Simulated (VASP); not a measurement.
A run of VASP 6.6.1:

Contents of INCAR:

```
ALGO = Normal ; EDIFF = 1E-7
ENCUT = 520 ; GGA = PS
ISIF = 2 ; ISMEAR = 0
LASPH = True ; LCHARG = False
LREAL = False ; LWAVE = False
NBANDS = 12 ; NELM = 100
PREC = Accurate ; SIGMA = 0.15
```

Contents of KPOINTS:

```
k-points
0
Gamma
  18 18 18
```

File POSCAR:

```
Cd
1.0
    0.0000000000      2.2846942425      2.2846942425
    2.2846942425      0.0000000000      2.2846942425
    2.2846942425      2.2846942425      0.0000000000
Cd
1
Direct
    0.0000000000      0.0000000000      0.0000000000
```

Potentials or basis: VASP PAW PBE potentials, release 64 (Cd).

Run with:

```sh
$ cat potpaw_PBE.64/Cd/POTCAR > POTCAR
$ mpirun -np 1 vasp_std > vasp.out
```

Hardware: 1 thread of Intel(R) Xeon(R) Platinum 8488C (Sapphire Rapids) (shared host).

Problem. Estimate the wall time of this run.

Solution. It took 22 s on 1 thread of Intel(R) Xeon(R) Platinum 8488C (Sapphire Rapids), with other jobs on the host, peak memory 0.17 GiB. Counts: scf iterations 11, k points 195.
